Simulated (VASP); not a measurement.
Method: PBEsol GGA, VASP's PBE PAW potentials (set 64) (plane waves; VASP).

The input files of a VASP run:

**KPOINTS**
```
Automatic mesh
0
gamma
  6 6 6
0 0 0
```

**INCAR**
```
SYSTEM = SrF2
PREC = Accurate
ENCUT = 650
EDIFF = 1E-7
NELM = 100
ALGO = Normal
LREAL = .FALSE.
LASPH = .TRUE.
ISMEAR = 0
SIGMA = 0.05
GGA = PS
LMAXMIX = 4
LWAVE = .FALSE.
LCHARG = .FALSE.
IBRION = 6
ISIF = 3
NFREE = 2
POTIM = 0.015
NSW = 1
```

File POSCAR:
```
SrF2
4.0772490
  0.0000000000   0.7071067181   0.7071067181
  0.7071067181   0.0000000000   0.7071067181
  0.7071067181   0.7071067181   0.0000000000
Sr F
1 2
Cart
  0.0000000000   0.0000000000   0.0000000000
  0.3535533591   0.3535533591   0.3535533591
  1.0606600772   1.0606600772   1.0606600772
```

POTCAR, in this order: Sr_sv F (PBE.64 set). Program: vasp_std.

The resulting files:

**OSZICAR**
```
...
       N       E                     dE             d eps       ncg     rms          rms(c)
DAV:   1    -0.176598162375E+02   -0.58662E-01   -0.23361E+00  2288   0.135E+01    0.174E+00
DAV:   2    -0.176202296230E+02    0.39587E-01   -0.32352E-02  3000   0.164E+00    0.997E-01
DAV:   3    -0.176009985088E+02    0.19231E-01   -0.34418E-02  3120   0.187E+00    0.927E-02
DAV:   4    -0.176011347718E+02   -0.13626E-03   -0.13789E-03  2304   0.343E-01    0.636E-02
DAV:   5    -0.176011507628E+02   -0.15991E-04   -0.43008E-05  3408   0.708E-02    0.146E-02
DAV:   6    -0.176011542459E+02   -0.34831E-05   -0.83991E-06  3064   0.273E-02    0.740E-03
DAV:   7    -0.176011541530E+02    0.92873E-07   -0.68358E-07  2296   0.994E-03
   9 F= -.17601154E+02 E0= -.17601154E+02  d E =-.351884E-11
       N       E                     dE             d eps       ncg     rms          rms(c)
DAV:   1    -0.176252627942E+02   -0.24109E-01   -0.21932E+00  2312   0.131E+01    0.116E+00
DAV:   2    -0.176090690285E+02    0.16194E-01   -0.20420E-02  3160   0.130E+00    0.686E-01
DAV:   3    -0.176007573114E+02    0.83117E-02   -0.17085E-02  3168   0.133E+00    0.707E-02
DAV:   4    -0.176009104071E+02   -0.15310E-03   -0.78028E-04  2472   0.263E-01    0.468E-02
DAV:   5    -0.176010733293E+02   -0.16292E-03   -0.77818E-05  3224   0.901E-02    0.883E-03
DAV:   6    -0.176011382083E+02   -0.64879E-04   -0.13593E-05  3184   0.355E-02    0.463E-03
DAV:   7    -0.176011509385E+02   -0.12730E-04   -0.12023E-06  2968   0.117E-02    0.812E-04
DAV:   8    -0.176011533612E+02   -0.24227E-05   -0.13284E-07  1528   0.336E-03    0.564E-04
DAV:   9    -0.176011542857E+02   -0.92449E-06   -0.17483E-08  1264   0.147E-03    0.141E-04
DAV:  10    -0.176011543901E+02   -0.10442E-06   -0.47624E-09  1144   0.581E-04    0.715E-05
DAV:  11    -0.176011544714E+02   -0.81345E-07   -0.10359E-09  1184   0.223E-04
  10 F= -.17601154E+02 E0= -.17601154E+02  d E =-.345101E-11
       N       E                     dE             d eps       ncg     rms          rms(c)
DAV:   1    -0.176598087016E+02   -0.58654E-01   -0.25140E+00  2272   0.142E+01    0.174E+00
DAV:   2    -0.176202680751E+02    0.39541E-01   -0.31724E-02  3208   0.164E+00    0.998E-01
DAV:   3    -0.176010017080E+02    0.19266E-01   -0.34565E-02  3136   0.187E+00    0.939E-02
DAV:   4    -0.176011340011E+02   -0.13229E-03   -0.14022E-03  2368   0.346E-01    0.650E-02
DAV:   5    -0.176011486989E+02   -0.14698E-04   -0.38289E-05  3528   0.652E-02    0.204E-02
DAV:   6    -0.176011542132E+02   -0.55143E-05   -0.11151E-05  3048   0.336E-02    0.739E-03
DAV:   7    -0.176011541512E+02    0.61964E-07   -0.99830E-07  2384   0.111E-02
  11 F= -.17601154E+02 E0= -.17601154E+02  d E =-.338834E-11
       N       E                     dE             d eps       ncg     rms          rms(c)
DAV:   1    -0.176307037718E+02   -0.29550E-01   -0.20249E+00  2352   0.123E+01    0.116E+00
DAV:   2    -0.176124698069E+02    0.18234E-01   -0.18278E-02  3216   0.124E+00    0.687E-01
DAV:   3    -0.176012611037E+02    0.11209E-01   -0.17469E-02  3160   0.134E+00    0.718E-02
DAV:   4    -0.176012342175E+02    0.26886E-04   -0.74793E-04  2496   0.257E-01    0.458E-02
DAV:   5    -0.176011611744E+02    0.73043E-04   -0.96525E-05  3256   0.100E-01    0.509E-03
DAV:   6    -0.176011564709E+02    0.47035E-05   -0.10092E-05  2888   0.291E-02    0.420E-03
DAV:   7    -0.176011544773E+02    0.19936E-05   -0.10112E-06  3240   0.109E-02    0.743E-04
DAV:   8    -0.176011544835E+02   -0.61345E-08   -0.14597E-07  1696   0.328E-03
  12 F= -.17601154E+02 E0= -.17601154E+02  d E =-.304738E-11
       N       E                     dE             d eps       ncg     rms          rms(c)
DAV:   1    -0.176598746250E+02   -0.58720E-01   -0.24391E+00  2272   0.139E+01    0.174E+00
DAV:   2    -0.176202804607E+02    0.39594E-01   -0.30942E-02  3168   0.163E+00    0.998E-01
DAV:   3    -0.176010015427E+02    0.19279E-01   -0.34606E-02  3152   0.187E+00    0.937E-02
DAV:   4    -0.176011349734E+02   -0.13343E-03   -0.13851E-03  2392   0.344E-01    0.639E-02
DAV:   5    -0.176011506868E+02   -0.15713E-04   -0.41452E-05  3384   0.704E-02    0.151E-02
DAV:   6    -0.176011542553E+02   -0.35685E-05   -0.89516E-06  3056   0.283E-02    0.747E-03
DAV:   7    -0.176011541541E+02    0.10119E-06   -0.70779E-07  2352   0.100E-02    0.270E-03
DAV:   8    -0.176011541742E+02   -0.20151E-07   -0.28689E-07  2312   0.540E-03
  13 F= -.17601154E+02 E0= -.17601154E+02  d E =-.473864E-24
       N       E                     dE             d eps       ncg     rms          rms(c)
DAV:   1    -0.176138236832E+02   -0.12670E-01   -0.13624E+00   960   0.108E+01    0.851E-01
DAV:   2    -0.176071169042E+02    0.67068E-02   -0.25582E-02  1424   0.135E+00    0.538E-01
DAV:   3    -0.176021385060E+02    0.49784E-02   -0.62161E-03  1408   0.800E-01    0.996E-02
DAV:   4    -0.176020527990E+02    0.85707E-04   -0.86516E-04  1448   0.295E-01    0.268E-02
DAV:   5    -0.176020825955E+02   -0.29797E-04   -0.37672E-05  1328   0.652E-02    0.413E-03
DAV:   6    -0.176020906909E+02   -0.80953E-05   -0.47999E-06  1544   0.189E-02    0.254E-03
DAV:   7    -0.176020925240E+02   -0.18331E-05   -0.28937E-07   992   0.615E-03    0.930E-04
DAV:   8    -0.176020926935E+02   -0.16950E-06   -0.43806E-08   656   0.208E-03    0.425E-04
DAV:   9    -0.176020927759E+02   -0.82450E-07   -0.85559E-09   568   0.964E-04
  14 F= -.17602093E+02 E0= -.17602093E+02  d E =-.215263E-11
       N       E                     dE             d eps       ncg     rms          rms(c)
DAV:   1    -0.176003711179E+02    0.17216E-02   -0.11368E+00   960   0.742E+00    0.720E-01
DAV:   2    -0.176022254070E+02   -0.18543E-02   -0.35708E-02  1272   0.126E+00    0.494E-01
DAV:   3    -0.176021027394E+02    0.12267E-03   -0.99576E-04  1616   0.182E-01    0.217E-01
DAV:   4    -0.176020906365E+02    0.12103E-04   -0.72295E-05  1568   0.665E-02    0.279E-02
DAV:   5    -0.176020926794E+02   -0.20429E-05   -0.65802E-06  1264   0.165E-02    0.780E-03
DAV:   6    -0.176020928063E+02   -0.12684E-06   -0.25641E-07  1232   0.559E-03    0.146E-03
DAV:   7    -0.176020927993E+02    0.69131E-08   -0.33710E-08   584   0.194E-03
  15 F= -.17602093E+02 E0= -.17602093E+02  d E =-.214959E-11
       N       E                     dE             d eps       ncg     rms          rms(c)
DAV:   1    -0.175989875029E+02    0.31053E-02   -0.20447E+00  1472   0.137E+01    0.289E-01
DAV:   2    -0.176023152453E+02   -0.33277E-02   -0.37788E-02  1976   0.186E+00    0.189E-01
DAV:   3    -0.176021959507E+02    0.11929E-03   -0.32883E-04  2288   0.176E-01    0.107E-01
DAV:   4    -0.176021557779E+02    0.40173E-04   -0.12941E-04  2272   0.125E-01    0.206E-02
DAV:   5    -0.176021589680E+02   -0.31901E-05   -0.26837E-05  1736   0.398E-02    0.756E-03
DAV:   6    -0.176021587713E+02    0.19670E-06   -0.11177E-06  2024   0.127E-02    0.255E-03
DAV:   7    -0.176021588183E+02   -0.46948E-07   -0.23948E-07  1448   0.443E-03
  16 F= -.17602159E+02 E0= -.17602159E+02  d E =-.279981E-11
       N       E                     dE             d eps       ncg     rms          rms(c)
DAV:   1    -0.175976781065E+02    0.44807E-02   -0.47359E+00  1488   0.183E+01    0.411E-01
DAV:   2    -0.176024914300E+02   -0.48133E-02   -0.53004E-02  1648   0.188E+00    0.323E-01
DAV:   3    -0.176022255630E+02    0.26587E-03   -0.97134E-04  2272   0.271E-01    0.166E-01
DAV:   4    -0.176021562964E+02    0.69267E-04   -0.36984E-04  2016   0.205E-01    0.163E-02
DAV:   5    -0.176021594406E+02   -0.31441E-05   -0.54327E-05  1552   0.611E-02    0.109E-02
DAV:   6    -0.176021590415E+02    0.39904E-06   -0.20875E-06  1928   0.167E-02    0.611E-03
DAV:   7    -0.176021588262E+02    0.21535E-06   -0.16721E-06  1840   0.138E-02    0.125E-03
DAV:   8    -0.176021588504E+02   -0.24219E-07   -0.25418E-07  1496   0.445E-03
  17 F= -.17602159E+02 E0= -.17602159E+02  d E =-.279781E-11
```

File OUTCAR:
```
------------------------ aborting loop because EDIFF is reached ----------------------------------------
  FORCE on cell =-STRESS in cart. coord.  units (eV):
  Direction    XX          YY          ZZ          XY          YZ          ZX
  --------------------------------------------------------------------------------------
  Total       -0.0264801     -0.0269384     -0.0269384      0.0000000      0.0461059      0.0000000
  in kB       -0.8852058     -0.9005251     -0.9005251      0.0000000      1.5412768      0.0000000
  external PRESSURE =      -0.8954186 kB  Pullay stress =       0.0000000 kB
  volume of cell :       47.93
      direct lattice vectors                 reciprocal lattice vectors
     0.000000000  2.883050159  2.883050159    -0.173427437  0.173427437  0.173427437
     2.883050159  0.000000000  2.883050159     0.173427437 -0.173427437  0.173427437
     2.883050159  2.883050159  0.000000000     0.173427437  0.173427437 -0.173427437
 POSITION                                       TOTAL-FORCE (eV/Angst)
 -----------------------------------------------------------------------------------
      0.00000      0.00000      0.00000        -0.034400      0.000000      0.000000
      1.42653      1.44153      1.44153         0.059996     -0.000000     -0.000000
      4.32458      4.32458      4.32458        -0.025595      0.000000      0.000000
 -----------------------------------------------------------------------------------
    total drift:                                0.000159     -0.000000     -0.000000
  FREE ENERGIE OF THE ION-ELECTRON SYSTEM (eV)
  ---------------------------------------------------
  free  energy   TOTEN  =       -17.6021588504 eV

  energy  without entropy=      -17.6021588504  energy(sigma->0) =      -17.60215885

   1 f  =    8.560489 THz    53.787138 2PiTHz  285.547175 cm-1    35.403322 meV
             X         Y         Z           dx          dy          dz
      0.000000  0.000000  0.000000    -0.000000    0.000000   -0.000000
      1.441525  1.441525  1.441525    -0.668746   -0.229737   -0.000000
      4.324575  4.324575  4.324575     0.668746    0.229737    0.000000

   2 f  =    8.560489 THz    53.787138 2PiTHz  285.547175 cm-1    35.403322 meV
             X         Y         Z           dx          dy          dz
      0.000000  0.000000  0.000000     0.000000   -0.000000    0.000000
      1.441525  1.441525  1.441525     0.229737   -0.668746    0.000000
      4.324575  4.324575  4.324575    -0.229737    0.668746   -0.000000

   3 f  =    8.560489 THz    53.787138 2PiTHz  285.547175 cm-1    35.403322 meV
             X         Y         Z           dx          dy          dz
      0.000000  0.000000  0.000000     0.000000   -0.000000   -0.000000
      1.441525  1.441525  1.441525     0.000000    0.000000   -0.707107
      4.324575  4.324575  4.324575    -0.000000   -0.000000    0.707107

   4 f  =    6.499984 THz    40.840603 2PiTHz  216.816124 cm-1    26.881761 meV
             X         Y         Z           dx          dy          dz
      0.000000  0.000000  0.000000     0.378644   -0.397853    0.025820
      1.441525  1.441525  1.441525    -0.406730    0.427363   -0.027735
      4.324575  4.324575  4.324575    -0.406730    0.427363   -0.027735

   5 f  =    6.499984 THz    40.840603 2PiTHz  216.816124 cm-1    26.881761 meV
             X         Y         Z           dx          dy          dz
      0.000000  0.000000  0.000000    -0.397756   -0.374530    0.061989
      1.441525  1.441525  1.441525     0.427259    0.402310   -0.066587
      4.324575  4.324575  4.324575     0.427259    0.402310   -0.066587

   6 f  =    6.499984 THz    40.840603 2PiTHz  216.816124 cm-1    26.881761 meV
             X         Y         Z           dx          dy          dz
      0.000000  0.000000  0.000000    -0.027266   -0.061366   -0.545725
      1.441525  1.441525  1.441525     0.029289    0.065918    0.586203
      4.324575  4.324575  4.324575     0.029289    0.065918    0.586203

   7 f/i=    0.001078 THz     0.006773 2PiTHz    0.035956 cm-1     0.004458 meV
             X         Y         Z           dx          dy          dz
      0.000000  0.000000  0.000000    -0.042579    0.069818    0.831257
      1.441525  1.441525  1.441525    -0.019819    0.032498    0.386928
      4.324575  4.324575  4.324575    -0.019819    0.032498    0.386928

   8 f/i=    0.001078 THz     0.006773 2PiTHz    0.035956 cm-1     0.004458 meV
             X         Y         Z           dx          dy          dz
      0.000000  0.000000  0.000000     0.410570   -0.722790    0.081738
      1.441525  1.441525  1.441525     0.191110   -0.336440    0.038047
      4.324575  4.324575  4.324575     0.191110   -0.336440    0.038047

   9 f/i=    0.001078 THz     0.006773 2PiTHz    0.035956 cm-1     0.004458 meV
             X         Y         Z           dx          dy          dz
      0.000000  0.000000  0.000000     0.726150    0.412764    0.002527
      1.441525  1.441525  1.441525     0.338004    0.192131    0.001176
      4.324575  4.324575  4.324575     0.338004    0.192131    0.001176

 ELASTIC MODULI CONTR FROM IONIC RELAXATION (kBar)
 Direction    XX          YY          ZZ          XY          YZ          ZX
 --------------------------------------------------------------------------------
 XX          -0.0000      0.0000      0.0000     -0.0000      0.0000      0.0000
 YY           0.0000     -0.0000     -0.0000     -0.0000     -0.0000     -0.0000
 ZZ           0.0000     -0.0000     -0.0000     -0.0000     -0.0000      0.0000
 XY          -0.0000     -0.0000     -0.0000   -110.6994      0.0000      0.0000
 YZ           0.0000     -0.0000     -0.0000      0.0000   -110.6994      0.0000
 ZX           0.0000     -0.0000      0.0000      0.0000     -0.0000   -110.6994
 --------------------------------------------------------------------------------

 TOTAL ELASTIC MODULI (kBar)
 Direction    XX          YY          ZZ          XY          YZ          ZX
 --------------------------------------------------------------------------------
 XX        1261.6229    475.6090    475.6090     -0.0000      0.0000     -0.0000
 YY         475.6090   1261.6229    475.6090     -0.0000      0.0000     -0.0000
 ZZ         475.6090    475.6090   1261.6229     -0.0000     -0.0000     -0.0000
 XY          -0.0000     -0.0000     -0.0000    322.6308      0.0000      0.0000
 YZ           0.0000      0.0000     -0.0000      0.0000    322.6308     -0.0000
 ZX          -0.0000     -0.0000     -0.0000      0.0000     -0.0000    322.6308
 --------------------------------------------------------------------------------
```
(Selected blocks of OUTCAR.)

The compound is SrF2 in the fluorite structure. It was relaxed first.
